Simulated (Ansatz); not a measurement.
# VO2: the cost of one run

Method: DFT PBEsol without U, plane waves, PAW, in Ansatz 0.2.0.

## (1) The structure to begin with

It takes space group P4_2/mnm (No. 136, tetragonal). The conventional cell has a = 4.555 Å, b = 4.555 Å, c = 2.853 Å, α = 90.00°, β = 90.00°, γ = 90.00°. V (site symmetry mmm) has 6 O at 1.92 to 1.93 Å as nearest neighbours. O (site symmetry m2m) is surrounded by 3 V at 1.92 to 1.93 Å.

Structure file:

```cif
data_structure
_symmetry_space_group_name_H-M 'P4_2/mnm'
_symmetry_Int_Tables_number 136
_cell_length_a 4.5546
_cell_length_b 4.5546
_cell_length_c 2.8528
_cell_angle_alpha 90.000
_cell_angle_beta 90.000
_cell_angle_gamma 90.000
_cell_volume 59.18
loop_
_atom_site_label
_atom_site_type_symbol
_atom_site_symmetry_multiplicity
_atom_site_Wyckoff_symbol
_atom_site_fract_x
_atom_site_fract_y
_atom_site_fract_z
_atom_site_occupancy
V1 V 2 a 0.00000 0.00000 0.00000 1
O1 O 4 f 0.30010 0.30010 0.00000 1
```

An earlier series on this cell reached its lowest free state from «total moment held at first, then free, 1.00 μB per cell», perhaps among other starts.

## (2) Ferromagnetic start, free, default search

The input, input.yaml:

```yaml
crystal:
  lattice:
    - [4.55460075, 0.0, 0.0]
    - [0.0, 4.55460075, 0.0]
    - [0.0, 0.0, 2.85280047]
  atoms:
    - { symbol: V, position: [0.0, 0.0, 0.0], spin: 1.0 }
    - { symbol: V, position: [0.5, 0.5, 0.5], spin: 1.0 }
    - { symbol: O, position: [0.3001, 0.3001, 0.0] }
    - { symbol: O, position: [0.1999, 0.8001, 0.5] }
    - { symbol: O, position: [0.6999, 0.6999, 0.0] }
    - { symbol: O, position: [0.8001, 0.1999, 0.5] }
basis:
  ecutwfc: 420
  ecutrho_ratio: 4
kpoints:
  mp_grid: { grid: [4, 4, 7] }
hamiltonian:
  xc: pbesol
scf:
  occupations: { method: gaussian, width: 0.05 }
output:
  forces: true
  stress: true
  eigenvalues: true
  populations: true
  hubbard: { sites: [{ site: 0, l: d }, { site: 1, l: d }] }
magnetization:
  spin_polarized: true
```

Command:

```bash
> ansatz run input.yaml --threads 4 --pin off --max-ram 6144MiB --backend cpu --events-out ev --progress --plain --runs-dir out
```

**Question.** How long does this run take on 4 threads of Arm Neoverse V1, shared host, and how much memory does it need?

About 2.7 s, with a peak of 0.42 GiB.
